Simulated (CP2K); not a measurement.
CuI:

```xyz
4
Lattice="4.0902 0.0000 0.0000 0.0000 4.0902 0.0000 0.0000 0.0000 6.5515" Properties=species:S:1:pos:R:3 pbc="T T T"
I     0.0000    2.0451    4.8680
I     2.0451    0.0000    1.6835
Cu    0.0000    0.0000    0.0000
Cu    2.0451    2.0451    0.0000
```

Measurements of this composition are mostly on another form, of space group No. 216.

Program: CP2K 2026.2. Alike in all runs: task band structure; no spin polarisation; cell as given; k mesh 7 × 7 × 4. Hardware: 4 MPI ranks on Arm Neoverse V1 (shared host).

Question: Order these runs on this cell by their wall time, lowest first.
A. level TB-mBJ; potentials or basis POTENTIAL_UZH I GTH-PBE-q7, Cu GTH-PBE-q11; TZVP-MOLOPT-PBE-GTH basis; smearing fermi-dirac 0.05 eV; EPS_DEFAULT 1.0E-9; NGRIDS 4; points a segment of the path (NPOINTS) 10; bands added on the path 4; CUTOFF of the grids 675 Ry
B. level PBEsol; potentials or basis POTENTIAL_UZH I GTH-PBE-q7, Cu GTH-PBE-q11; TZVP-MOLOPT-PBE-GTH basis; smearing fermi-dirac 0.05 eV; EPS_DEFAULT 1.0E-9; NGRIDS 5; points a segment of the path (NPOINTS) 6; bands added on the path 6; CUTOFF of the grids 450 Ry
C. level r2SCAN; potentials or basis POTENTIAL_UZH I GTH-SCAN-q7, Cu GTH-SCAN-q11; TZVP-MOLOPT-SCAN-GTH basis; smearing fermi-dirac 0.1 eV; EPS_DEFAULT 1.0E-10; NGRIDS 5; points a segment of the path (NPOINTS) 10; bands added on the path 6; CUTOFF of the grids 675 Ry

Answer: B (20 s), C (41 s), A (190 s).

Caveats: this is a model potential without an energy functional, so only levels have meaning (some runs).
